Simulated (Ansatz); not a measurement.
Sn built on the diamond prototype was relaxed with r2SCAN, strained in 3 ways (changes of length per length), its atoms relaxed again with r2SCAN, and run with PBE in Ansatz. No spin polarisation and no zero-point or thermal motion.

Uniaxial -1.09 % along x, other directions held. Input:
```yaml
crystal:
  lattice:
    - [0.0, 3.2844597792, 3.2844597792]
    - [3.2486591676, 0.0, 3.2844597792]
    - [3.2486591676, 3.2844597792, 0.0]
  atoms:
    - { symbol: Sn, position: [0.0, 0.0, 0.0] }
    - { symbol: Sn, position: [0.25, 0.25, 0.25] }
kpoints:
  mp_grid: { grid: [6, 6, 6] }
  band_path:
    path:
      - [0.0, 0.0, 0.0]
      - [0.5, 0.0, 0.5]
      - [0.625, 0.25, 0.625]
      - [0.375, 0.375, 0.75]
      - [0.5, 0.5, 0.5]
      - [0.5, 0.25, 0.75]
      - [-0.014974, -0.014974, 0.0]
      - [0.0, 0.0, 0.5]
    npoints: 1
hamiltonian:
  xc: pbe
scf:
  occupations: { method: fermi_dirac, width: 0.02 }
  n_extra_bands: 4
output:
  forces: true
  stress: true
  eigenvalues: true
```

Main results, then levels in eV from the Fermi energy at the points of the path (names of the unstrained zone, bands numbered from 0):
```
Crystal: 2 atoms, lattice volume = 70.091 Å³
Basis set: ecut = 420 eV, 1395 PW (Γ)
Symmetry: 16 space group operations
Space group: I41/amd (ITA 141)
k-points: 30 of 216
Free energy (F): -12048.369342 eV
Fermi energy:    7.459995 eV
--- Forces (eV/Å), atoms counted from 1 ---
  atom   1  Sn      0.00000      0.00000      0.00000
  atom   2  Sn      0.00000      0.00000      0.00000
--- Stress (GPa, compression-positive) ---
        2.310260       0.000000       0.000000
        0.000000       1.973356       0.000000
        0.000000       0.000000       1.973356
  P = ⅓ Tr σ = 2.0857 GPa (20.857 kbar)
```
```tsv
point	band_11	band_12	band_13	band_14	band_15	band_16
Γ	-0.755	0.118	0.118	0.189	2.181	2.226
X	-7.381	-2.305	-2.305	0.930	0.930	7.610
U	-6.905	-3.201	-1.957	1.196	3.420	5.702
K	-6.905	-3.201	-1.957	1.196	3.420	5.702
L	-6.144	-1.062	-0.987	0.000	3.253	3.301
W	-7.324	-2.879	-2.879	3.477	3.477	4.145
(-0.015,-0.015,0)	-0.811	0.103	0.173	0.173	2.199	2.216
(0,0,1/2)	-6.144	-1.062	-0.987	0.000	3.253	3.301
```

PBE gives no gap: the lowest nominally empty band dips 0.17 eV below the top of the last filled one (its bottom at L, the top at Γ–X (0.03 of the way from Γ)), so the cell is a metal or semimetal at this level. The mean pressure is +2.09 GPa (compression positive), so PBE would enlarge the cell's volume.

Problem. Epitaxial +5.52 % in the plane normal to [111], free normal strain -3.22 % gives these blocks instead:
```yaml
crystal:
  lattice:
    - [-0.1914399709, 3.2743219881, 3.2743219881]
    - [3.2743219881, -0.1914399709, 3.2743219881]
    - [3.2743219881, 3.2743219881, -0.1914399709]
  atoms:
    - { symbol: Sn, position: [-0.0050693258, -0.0050693258, -0.0050693258] }
    - { symbol: Sn, position: [0.2550693258, 0.2550693258, 0.2550693258] }
kpoints:
  mp_grid: { grid: [6, 6, 6] }
  band_path:
    path:
      - [0.0, 0.0, 0.0]
      - [0.5, 0.0, 0.5]
      - [0.625, 0.25, 0.625]
      - [0.375, 0.375, 0.75]
      - [0.5, 0.5, 0.5]
      - [0.5, 0.25, 0.75]
      - [-0.04834, 0.0, 0.048177]
    npoints: 1
```
What comes out?

Solution.
```
Crystal: 2 atoms, lattice volume = 76.360 Å³
Basis set: ecut = 420 eV, 1495 PW (Γ)
Symmetry: 12 space group operations
Space group: R-3m (ITA 166)
k-points: 32 of 216
Free energy (F): -12048.337913 eV
Fermi energy:    6.455736 eV
--- Forces (eV/Å), atoms counted from 1 ---
  atom   1  Sn    -0.02589    -0.02589    -0.02589
  atom   2  Sn      0.02589      0.02589      0.02589
--- Stress (GPa, compression-positive) ---
       -1.140781       1.224338       1.224338
        1.224338      -1.140781       1.224338
        1.224338       1.224338      -1.140781
  P = ⅓ Tr σ = -1.1408 GPa (-11.408 kbar)
```
```tsv
point	band_11	band_12	band_13	band_14	band_15	band_16
Γ	-1.464	-0.030	-0.030	0.464	2.052	2.052
X	-7.007	-2.299	-1.802	0.626	1.329	6.560
U	-6.713	-2.757	-1.963	0.846	3.789	4.895
K	-6.713	-2.757	-1.963	0.846	3.789	4.895
L	-5.810	-1.202	-1.202	-0.789	2.956	2.956
W	-6.921	-2.619	-2.466	2.601	3.389	3.864
(-0.048,0,0.048)	-1.975	-0.218	0.324	0.339	2.238	2.287
```
PBE gives no gap: the lowest nominally empty band dips 1.11 eV below the top of the last filled one (its bottom at L, the top at k = (-0.048, 0, 0.048)), so the cell is a metal or semimetal at this level. With the atoms held, the mean pressure is -1.14 GPa (compression positive).

Problem. Xy shear, engineering strain (angle) -2.41 % gives these blocks instead:
```yaml
crystal:
  lattice:
    - [-0.0395777403, 3.2844597792, 3.2844597792]
    - [3.2844597792, -0.0395777403, 3.2844597792]
    - [3.2448820388, 3.2448820388, 0.0]
  atoms:
    - { symbol: Sn, position: [-0.0021523208, -0.0021523208, 0.0021523208] }
    - { symbol: Sn, position: [0.2521523208, 0.2521523208, 0.2478476792] }
kpoints:
  mp_grid: { grid: [6, 6, 6] }
  band_path:
    path:
      - [0.0, 0.0, 0.0]
      - [0.5, 0.0, 0.5]
      - [0.625, 0.25, 0.625]
      - [0.375, 0.375, 0.75]
      - [0.5, 0.5, 0.5]
      - [0.5, 0.25, 0.75]
      - [-0.022786, 0.022786, 0.0]
      - [0.0, 0.0, 0.5]
    npoints: 1
```
What comes out?

Solution.
```
Crystal: 2 atoms, lattice volume = 70.853 Å³
Basis set: ecut = 420 eV, 1395 PW (Γ)
Symmetry: 8 space group operations
Space group: Imma (ITA 74)
k-points: 46 of 216
Free energy (F): -12048.376263 eV
Fermi energy:    7.282707 eV
--- Forces (eV/Å), atoms counted from 1 ---
  atom   1  Sn      0.00000      0.00000      0.00592
  atom   2  Sn      0.00000      0.00000    -0.00592
--- Stress (GPa, compression-positive) ---
        1.604928       0.516609       0.000000
        0.516609       1.604928       0.000000
        0.000000       0.000000       1.567825
  P = ⅓ Tr σ = 1.5926 GPa (15.926 kbar)
```
```tsv
point	band_11	band_12	band_13	band_14	band_15	band_16
Γ	-0.795	0.086	0.182	0.290	2.188	2.267
X	-7.288	-2.245	-2.245	0.962	0.962	7.564
U	-6.818	-3.108	-1.902	1.220	3.411	5.622
K	-6.842	-3.070	-2.007	1.071	3.660	5.619
L	-6.042	-1.052	-0.973	-0.078	3.269	3.280
W	-7.198	-2.819	-2.762	3.260	3.554	4.007
(-0.023,0.023,0)	-1.030	0.110	0.276	0.279	2.225	2.333
(0,0,1/2)	-6.042	-1.052	-0.973	-0.078	3.269	3.280
```
With PBE the bands overlap by 0.35 eV (counted from 1, band 14 peaks at Γ–K (0.06 of the way from Γ) and band 15 bottoms out at L): no gap. The mean pressure at these positions is +1.59 GPa, compression counted positive.

No spin-orbit coupling is included; it can move band edges with weight on the heavy atoms by tenths of an eV.
